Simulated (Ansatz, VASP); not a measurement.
## CdS: VASP beside Ansatz

File INCAR:

```
PREC = Accurate
ENCUT = 520
EDIFF = 1E-6
ISMEAR = 0
SIGMA = 0.03
LREAL = False
LASPH = True
NELM = 80
ALGO = Normal
ISIF = 2
LWAVE = False
LCHARG = True
GGA = PE
LELF = True
LVHAR = True
NBANDS = 16
```

KPOINTS

```
regular mesh
0
Gamma
  10 10 10
```

File POSCAR:

```
CdS
1.0
    0.0000000000      2.7532440000      2.8909062000
    2.7532440000      0.0000000000      2.8909062000
    2.7532440000      2.7532440000      0.0000000000
Cd S
1 1
Direct
    0.0000000000      0.0000000000      0.0000000000
    0.5000000000      0.5000000000      0.5000000000
```

Input for Ansatz:

```yaml
crystal:
  lattice:
    - [0.0, 2.753244, 2.8909062]
    - [2.753244, 0.0, 2.8909062]
    - [2.753244, 2.753244, 0.0]
  atoms:
    - { symbol: Cd, position: [0.0, 0.0, 0.0] }
    - { symbol: S, position: [0.5, 0.5, 0.5] }
basis:
  ecutwfc: 420
kpoints:
  mp_grid: { grid: [10, 10, 10] }
hamiltonian:
  xc: pbe
scf:
  occupations: { method: gaussian, width: 0.03 }
output:
  forces: true
  stress: true
  eigenvalues: true
```

Change from the starting cell: strain +0.000 along x and y, +0.050 along z, atoms carried along.

Alike in both runs: task single point; functional PBE; k mesh 10 × 10 × 10; occupations gaussian, width 0.03 eV; no spin polarisation.

```csv
,VASP,Ansatz
version,VASP 6.6.1,Ansatz 0.2.0
potentials or method,"VASP PAW PBE potentials, release 64 (Cd, S)","scalar-relativistic, plane waves, PAW"
plane-wave cutoff (eV),520,420
valence electrons in the cell,18,26
```

|  | VASP | Ansatz | Ansatz less VASP |
| --- | --- | --- | --- |
| gap on the k mesh at the Fermi level (eV) | 0.08 | 0.09 | +0.011 |
| least direct gap on the mesh (eV) | 1.09 | 1.11 | +0.019 |
| pressure (GPa) | -2.9 | -3.2 | -0.29 |
| largest component of the traceless stress (GPa) | 1.47 | 1.39 | -0.082 |

With one functional, cell and mesh, what is left measures potentials, basis and numerics. The two sets of potentials don't hold the same shells in valence.
